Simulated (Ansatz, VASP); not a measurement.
# Cross-check of Al22Mo12S24O33 (amorphous Al2O3 against MoS2, 5.8 A) between VASP and Ansatz

Aim: how closely do two programs agree when they are given the same cell, functional and k mesh? The structure shown is the start of the Ansatz relaxation below; VASP solves that cell, so the two are compared at the walk's first step.

Method: plane waves, with VASP 6.6.1 beside it; single point at PBE with D3(BJ), in Ansatz 0.2.0.

## (1) The starting structure

The cell holds 91 atoms: 12 Mo, 24 S, 22 Al and 33 O. Its edges and angles: a = 9.540 Å, b = 11.016 Å, c = 13.108 Å, α = 90.0°, β = 90.0°, γ = 90.0°. It derives from MoS2 (one layer of 2H-MoS2 (a = 3.18 A), 3 x 2 rectangular cells). A slab of one layer of 2H-MoS2 (a = 3.18 A), 3 x 2 rectangular cells. 55 atoms (22 Al, 33 O) packed at random between the slab and its periodic image at 3.05 g/cm^3 (a layer of 5.8 A) and pushed apart as soft spheres. Langevin MD at fixed cell with the MACE-MP-0b2 small potential (Batatia et al., arXiv:2401.00096), steps of 1.5 fs: 0.63 ps at 3000 K with the crystal held, 3000 to 900 K in 1.8 ps with the crystal held, 900 to 300 K in 0.9 ps with its inner planes held; soft walls kept the melt off the sheet. Then all atoms and the cell's height relaxed. The structure's axis is c.

## (2) Ansatz: relaxation, PBE with D3(BJ)

Ansatz runs on its default PAW (the set named soft_2) files.

The two programs are compared at the cell with which this relaxation starts, whose forces are those of its first step.

File input.yaml:

```yaml
crystal:
  lattice:
    - [9.54, 0.0, 0.0]
    - [0.0, 11.01584, 0.0]
    - [0.0, 0.0, 13.10756]
  atoms:
    - { symbol: Mo, position: [0.99701, 0.00899, 0.19196] }
    - { symbol: S, position: [0.16358, 0.0926, 0.31069] }
    - { symbol: S, position: [0.16576, 0.09214, 0.07438] }
    - { symbol: Mo, position: [0.16352, 0.25936, 0.19207] }
    - { symbol: S, position: [0.99535, 0.34254, 0.31091] }
    - { symbol: S, position: [0.99707, 0.34122, 0.07232] }
    - { symbol: Mo, position: [0.99482, 0.50801, 0.18962] }
    - { symbol: S, position: [0.16183, 0.58992, 0.3094] }
    - { symbol: S, position: [0.16216, 0.59079, 0.07045] }
    - { symbol: Mo, position: [0.16432, 0.75825, 0.19124] }
    - { symbol: S, position: [0.99489, 0.84096, 0.30742] }
    - { symbol: S, position: [0.99898, 0.84302, 0.07213] }
    - { symbol: Mo, position: [0.33112, 0.00768, 0.19319] }
    - { symbol: S, position: [0.49785, 0.09168, 0.31179] }
    - { symbol: S, position: [0.49857, 0.09294, 0.07442] }
    - { symbol: Mo, position: [0.49594, 0.25927, 0.19336] }
    - { symbol: S, position: [0.32911, 0.34272, 0.31111] }
    - { symbol: S, position: [0.33026, 0.34097, 0.07204] }
    - { symbol: Mo, position: [0.32872, 0.50714, 0.19013] }
    - { symbol: S, position: [0.49492, 0.59252, 0.30757] }
    - { symbol: S, position: [0.49399, 0.59031, 0.07036] }
    - { symbol: Mo, position: [0.49531, 0.7594, 0.18858] }
    - { symbol: S, position: [0.33146, 0.84012, 0.31032] }
    - { symbol: S, position: [0.32849, 0.84378, 0.07139] }
    - { symbol: Mo, position: [0.66485, 0.00876, 0.19258] }
    - { symbol: S, position: [0.83101, 0.09235, 0.3109] }
    - { symbol: S, position: [0.83232, 0.09156, 0.07272] }
    - { symbol: Mo, position: [0.83047, 0.25843, 0.19158] }
    - { symbol: S, position: [0.66377, 0.34326, 0.30986] }
    - { symbol: S, position: [0.6625, 0.34067, 0.07287] }
[... 55 atom lines left out ...]
    - { symbol: O, position: [0.96837, 0.48094, 0.5614] }
    - { symbol: O, position: [0.65932, 0.48026, 0.8524] }
    - { symbol: O, position: [0.89414, 0.08697, 0.67298] }
    - { symbol: O, position: [0.3057, 0.53082, 0.5437] }
    - { symbol: O, position: [0.41777, 0.28441, 0.57258] }
    - { symbol: O, position: [0.85559, 0.76383, 0.87969] }
kpoints:
  mp_grid: { grid: [2, 2, 1] }
hamiltonian:
  xc: pbe
  dispersion: d3bj
scf:
  occupations: { method: fermi_dirac, width: 0.1 }
output:
  forces: true
relax:
  f_tol: 0.08
  max_steps: 90
  cell: { fix: [a, b, alpha, beta, gamma] }
```

Command:

```console
$ ansatz run input.yaml --threads 4 --pin off --max-ram 8192MiB --backend cpu --events-out ev --progress --plain --runs-dir out
```

Numbers of over 12 decimals in the logs are rounded to 6 here.

What it wrote:

```text
Engine: ansatz 0.2.0, x86_64-unknown-linux-gnu
Pseudopotentials: kind: paw
Pseudopotential: Mo, paw, valence charge 14, recommended cutoff 420 eV (normal), Mo.paw.azcp
Pseudopotential: S, paw, valence charge 6, recommended cutoff 420 eV (normal), S.paw.azcp
Pseudopotential: Al, paw, valence charge 3, recommended cutoff 420 eV (normal), Al.paw.azcp
Pseudopotential: O, paw, valence charge 6, recommended cutoff 420 eV (normal), O.paw.azcp
Functional definition: PBE
  parameter kappa = 0.804
  parameter beta = 0.066725
  exchange = pbe_x(kappa = kappa, mu = beta*pi^2/3)
  correlation = pbe_c(beta = beta)
Crystal: 91 atoms, lattice volume = 1377.488 Å³
Basis set: ecut = 420 eV, 26945 PW (Γ), exchange–correlation on 128×150×180 points (8 copies of the dense FFT grid, shifted against one another)
Bands: 379, of which v1, the nominal top of the filled ones, is band 288 counted from 1 (287 counted from 0)
Symmetry: 1 space group operations
Space group: P1 (ITA 1), of the structure as read, at distance tolerance 1.1e-4 Å
k-points: 4
Non-local potential: Mo, projectors of the file, l = 0: 3, l = 1: 2, l = 2: 2, l = 3: 1
Non-local potential: S, projectors of the file, l = 0: 2, l = 1: 2, l = 2: 2
Non-local potential: Al, projectors of the file, l = 0: 2, l = 1: 2, l = 2: 1
Non-local potential: O, projectors of the file, l = 0: 2, l = 1: 2, l = 2: 1
PAW form: soft (Blöchl's): semilocal exchange-correlation on the pseudo side does not see the compensation charge
PAW one-centre angular grid: Mo, 590 points (default); XC on 64 Gauss nodes
PAW one-centre angular grid: S, 110 points (default); XC on 64 Gauss nodes
PAW one-centre angular grid: Al, 110 points (default); XC on 64 Gauss nodes
PAW one-centre angular grid: O, 110 points (default); XC on 64 Gauss nodes
Initial density: superposition of atomic densities (neutral atoms: chi_scale 0, normalization atom), corrected by the library's trained network
Initial wavefunctions: pseudopotential atomic-orbital guess
Functional: x = pbe(κ = 0.804, μ = 0.219515), c = pbe(β = 0.066725)
SCF iter   1: F=—  HF=-111792.036640 eV  |F-HF|=—  |Δ(HF+E_count)|=         —  Δρ=4.34e-3  dr2=2.34e-1  ethr=1.77e-3  ⟨swp⟩=6.0  Hψ=6474  notcnv=0  defer=125
preconditioner: auto → Resta (q_TF=auto, 2.359 Å⁻¹)  ε∞=5.0  [insulator: Δε(μ)=1.609 eV  Ē_g=10.918 eV  σ=0.100 eV  W_gap=1.00  n_scr=310 (ndim 8)  ℏωp=21.9 eV  f_vac=0.089  D(μ)=0.01/eV (n_scr^D=0)  ε∞_Penn≈5.0]
SCF iter   2: F=—  HF=-111792.077504 eV  |F-HF|=—  |Δ(HF+E_count)|=   4.09e-2  Δρ=2.48e-3  dr2=5.26e-2  ethr=4.06e-5  ⟨swp⟩=2.0  Hψ=2696  notcnv=0  defer=131
SCF iter   3: F=—  HF=-111792.099587 eV  |F-HF|=—  |Δ(HF+E_count)|=   2.21e-2  Δρ=1.33e-3  dr2=3.08e-2  ethr=9.14e-6  ⟨swp⟩=2.2  Hψ=1947  notcnv=0  defer=131
SCF iter   4: F=—  HF=-111792.107816 eV  |F-HF|=—  |Δ(HF+E_count)|=   8.23e-3  Δρ=9.00e-4  dr2=3.20e-2  ethr=5.35e-6  ⟨swp⟩=2.0  Hψ=2006  notcnv=0  defer=131
SCF iter   5: F=—  HF=-111792.104807 eV  |F-HF|=—  |Δ(HF+E_count)|=   3.01e-3  Δρ=2.06e-4  dr2=1.09e-3  ethr=5.35e-6  ⟨swp⟩=2.0  Hψ=1591  notcnv=0  defer=131
SCF iter   6: F=—  HF=-111792.105040 eV  |F-HF|=—  |Δ(HF+E_count)|=   2.33e-4  Δρ=1.68e-4  dr2=9.03e-4  ethr=1.89e-7  ⟨swp⟩=2.0  Hψ=2050  notcnv=0  defer=131
SCF iter   7: F=—  HF=-111792.104978 eV  |F-HF|=—  |Δ(HF+E_count)|=   6.15e-5  Δρ=7.37e-5  dr2=1.85e-4  ethr=1.57e-7  ⟨swp⟩=2.0  Hψ=1852  notcnv=0  defer=131
SCF iter   8: F=—  HF=-111792.104989 eV  |F-HF|=—  |Δ(HF+E_count)|=   1.09e-5  Δρ=3.95e-5  dr2=4.91e-5  ethr=3.21e-8  ⟨swp⟩=2.0  Hψ=1877  notcnv=0  defer=131
SCF iter   9: F=—  HF=-111792.104277 eV  |F-HF|=—  |Δ(HF+E_count)|=   7.12e-4  Δρ=1.60e-5  dr2=6.65e-6  ethr=8.53e-9  ⟨swp⟩=2.0  Hψ=2435  notcnv=0  defer=152
SCF iter  10: F=—  HF=-111792.104280 eV  |F-HF|=—  |Δ(HF+E_count)|=   2.70e-6  Δρ=1.04e-5  dr2=2.74e-6  ethr=1.15e-9  ⟨swp⟩=2.0  Hψ=2070  notcnv=0  defer=152
SCF iter  11: F=—  HF=-111792.104281 eV  |F-HF|=—  |Δ(HF+E_count)|=   8.14e-7  Δρ=6.70e-6  dr2=1.54e-6  ethr=4.75e-10  ⟨swp⟩=2.0  Hψ=2024  notcnv=0  defer=152
SCF iter  12: F=—  HF=-111792.104281 eV  |F-HF|=—  |Δ(HF+E_count)|=   5.83e-8  Δρ=2.52e-6  dr2=1.32e-7  ethr=2.68e-10  ⟨swp⟩=2.0  Hψ=1603  notcnv=0  defer=152
SCF iter  13: F=-111792.104281 eV  HF=-111792.104281 eV  |F-HF|=1.91e-8  |Δ(HF+E_count)|=   9.45e-8  Δρ=1.10e-6  dr2=2.35e-8  ethr=1.74e-11  ⟨swp⟩=3.0  Hψ=3640  notcnv=0
SCF 1 converged in 13 iterations: F = -111792.104281 eV  dr2 = 2.35e-8
  greatest PAW one-centre occupation: 0.998 electrons in one spin orbital (limit 2), on the Mo atom at site 0 (counted from 0), in its partial waves of l = 0
[...]
atom  79  O     -0.00284515    -0.00443835     0.00324422
  atom  80  O      0.00384025     0.00451877    -0.00101926
  atom  81  O     -0.00322513    -0.00203790    -0.00333541
  atom  82  O      0.00570662     0.00149256    -0.00586949
  atom  83  O      0.00218026    -0.00172780    -0.00561526
  atom  84  O     -0.00243049     0.00715586     0.00875902
  atom  85  O     -0.00112879    -0.00379041    -0.00695865
  atom  86  O     -0.00208081    -0.00265381     0.00364921
  atom  87  O     -0.00066961     0.00172321     0.00406727
  atom  88  O      0.00076766     0.00502001    -0.00873819
  atom  89  O     -0.00162541    -0.00400509     0.00208565
  atom  90  O      0.00068920     0.00105112    -0.01157497
  atom  91  O      0.00442690    -0.00195982     0.00895921
  max |Σ_I F_I| component: 1.66e-4 eV/Å
--- Stress (GPa, compression-positive) ---
       -4.226457      -0.882756       0.404269
       -0.882766      -1.396316      -0.020105
        0.404267      -0.020114       0.009770
  P = ⅓ Tr σ = -1.8710 GPa (-18.710 kbar)
--- Relaxed structure (6 steps of the walk, 6 accepted, 2 SCFs on fresh bases) ---
  F+E_penalty+E_count = -111792.41438188 eV   max|allowed force component| = 1.399e-2 eV/Å   (the final SCF, on the basis selected at the relaxed cell)
  cell:  # Å, volume = 1327.2336 Å³
    - [9.54, 0, 0]
    - [0, 11.01584, 0]
    - [0, 0, 12.629361]
  atoms:
    - { symbol: Mo, position: [0.999691, 0.00969239, 0.195078] }
    - { symbol: S, position: [0.166363, 0.094126, 0.317727] }
    - { symbol: S, position: [0.166609, 0.092539, 0.072198] }
    - { symbol: Mo, position: [0.164103, 0.259304, 0.192887] }
    - { symbol: S, position: [0.996205, 0.342497, 0.316579] }
    - { symbol: S, position: [0.995545, 0.340496, 0.069282] }
    - { symbol: Mo, position: [0.994186, 0.507518, 0.191128] }
    - { symbol: S, position: [0.161927, 0.588739, 0.313293] }
    - { symbol: S, position: [0.161111, 0.590902, 0.068364] }
    - { symbol: Mo, position: [0.163918, 0.758396, 0.193138] }
    - { symbol: S, position: [0.996489, 0.841976, 0.314789] }
    - { symbol: S, position: [0.999750, 0.844147, 0.071634] }
    - { symbol: Mo, position: [0.332211, 0.00887117, 0.194777] }
    - { symbol: S, position: [0.498400, 0.092690, 0.319380] }
    - { symbol: S, position: [0.500827, 0.092712, 0.073265] }
    - { symbol: Mo, position: [0.496579, 0.259232, 0.194851] }
    - { symbol: S, position: [0.329128, 0.342907, 0.317162] }
    - { symbol: S, position: [0.330453, 0.339960, 0.068046] }
    - { symbol: Mo, position: [0.328430, 0.506470, 0.190805] }
    - { symbol: S, position: [0.493641, 0.591328, 0.313297] }
    - { symbol: S, position: [0.493329, 0.589875, 0.068050] }
    - { symbol: Mo, position: [0.495683, 0.758487, 0.190520] }
    - { symbol: S, position: [0.331102, 0.840345, 0.316945] }
    - { symbol: S, position: [0.329308, 0.843616, 0.069000] }
    - { symbol: Mo, position: [0.666100, 0.00973707, 0.195879] }
    - { symbol: S, position: [0.833026, 0.092464, 0.319582] }
    - { symbol: S, position: [0.833759, 0.091394, 0.072455] }
    - { symbol: Mo, position: [0.829986, 0.258456, 0.194314] }
    - { symbol: S, position: [0.662809, 0.344142, 0.317081] }
    - { symbol: S, position: [0.662896, 0.340254, 0.071169] }
    - { symbol: Mo, position: [0.661209, 0.508326, 0.191403] }
    - { symbol: S, position: [0.828253, 0.592216, 0.314662] }
    - { symbol: S, position: [0.826926, 0.591502, 0.068187] }
    - { symbol: Mo, position: [0.830368, 0.759057, 0.191195] }
    - { symbol: S, position: [0.663039, 0.840218, 0.315486] }
    - { symbol: S, position: [0.664330, 0.846170, 0.070064] }
    - { symbol: Al, position: [0.571426, 0.212284, 0.603497] }
    - { symbol: Al, position: [0.500882, 0.580068, 0.823718] }
    - { symbol: Al, position: [0.681371, 0.848764, 0.852170] }
    - { symbol: Al, position: [0.790040, 0.613769, 0.853313] }
    - { symbol: Al, position: [0.708740, 0.337612, 0.798360] }
    - { symbol: Al, position: [0.902430, 0.116619, 0.820807] }
    - { symbol: Al, position: [0.933832, 0.526751, 0.691990] }
    - { symbol: Al, position: [0.058637, 0.097061, 0.600691] }
    - { symbol: Al, position: [0.232628, 0.043314, 0.823737] }
    - { symbol: Al, position: [0.881555, 0.328534, 0.576417] }
    - { symbol: Al, position: [0.125335, 0.575491, 0.540012] }
    - { symbol: Al, position: [0.752850, 0.976805, 0.659293] }
    - { symbol: Al, position: [0.163495, 0.528434, 0.806723] }
    - { symbol: Al, position: [0.543127, 0.133883, 0.839346] }
    - { symbol: Al, position: [0.446524, 0.635857, 0.579699] }
    - { symbol: Al, position: [0.472156, 0.911763, 0.712372] }
    - { symbol: Al, position: [0.722895, 0.731777, 0.609907] }
    - { symbol: Al, position: [0.237030, 0.756813, 0.731585] }
    - { symbol: Al, position: [0.129860, 0.262895, 0.728009] }
    - { symbol: Al, position: [0.020330, 0.844022, 0.564672] }
    - { symbol: Al, position: [0.968724, 0.872842, 0.823696] }
    - { symbol: Al, position: [0.369074, 0.410783, 0.633627] }
    - { symbol: O, position: [0.832477, 0.858491, 0.574264] }
    - { symbol: O, position: [0.015138, 0.242042, 0.830819] }
    - { symbol: O, position: [0.077420, 0.717102, 0.499990] }
    - { symbol: O, position: [0.557785, 0.264486, 0.742148] }
    - { symbol: O, position: [0.056350, 0.00469554, 0.867999] }
    - { symbol: O, position: [0.638793, 0.834681, 0.700982] }
    - { symbol: O, position: [0.307213, 0.899986, 0.785049] }
    - { symbol: O, position: [0.605984, 0.668159, 0.523368] }
    - { symbol: O, position: [0.064105, 0.826528, 0.710234] }
    - { symbol: O, position: [0.236380, 0.393860, 0.741071] }
    - { symbol: O, position: [0.362631, 0.142069, 0.869840] }
    - { symbol: O, position: [0.728859, 0.254052, 0.539484] }
    - { symbol: O, position: [0.607922, 0.699229, 0.866980] }
    - { symbol: O, position: [0.978120, 0.532663, 0.836946] }
    - { symbol: O, position: [0.123408, 0.605264, 0.684370] }
    - { symbol: O, position: [0.086076, 0.979081, 0.518002] }
    - { symbol: O, position: [0.575323, 0.045305, 0.637501] }
    - { symbol: O, position: [0.307556, 0.629411, 0.834174] }
    - { symbol: O, position: [0.553408, 0.969864, 0.842804] }
    - { symbol: O, position: [0.051037, 0.259113, 0.591467] }
    - { symbol: O, position: [0.811643, 0.962247, 0.804797] }
    - { symbol: O, position: [0.835588, 0.384731, 0.704956] }
    - { symbol: O, position: [0.733812, 0.189597, 0.863660] }
    - { symbol: O, position: [0.801596, 0.634926, 0.703792] }
    - { symbol: O, position: [0.480669, 0.528602, 0.689685] }
    - { symbol: O, position: [0.377288, 0.770600, 0.637943] }
    - { symbol: O, position: [0.194545, 0.114236, 0.698889] }
    - { symbol: O, position: [0.970587, 0.480551, 0.555164] }
    - { symbol: O, position: [0.660280, 0.480918, 0.856791] }
    - { symbol: O, position: [0.891984, 0.088590, 0.668694] }
    - { symbol: O, position: [0.307442, 0.530283, 0.538096] }
    - { symbol: O, position: [0.419316, 0.286077, 0.562352] }
    - { symbol: O, position: [0.856046, 0.764209, 0.881346] }
```

[end of part 1 of 2]

[Lines on the potential files, build, host, timing and source positions are cut from VASP's logs without a mark.]

[Logs are printed without paths, hosts, clocks, repeated set-up lines and the standing remarks that a program may print on its own settings, such as how far it seeks lower states.]

[Hosts, paths, dates, database ids (printed as entryN), source tags and the programs' standing remarks are cut or masked in the printed files.]
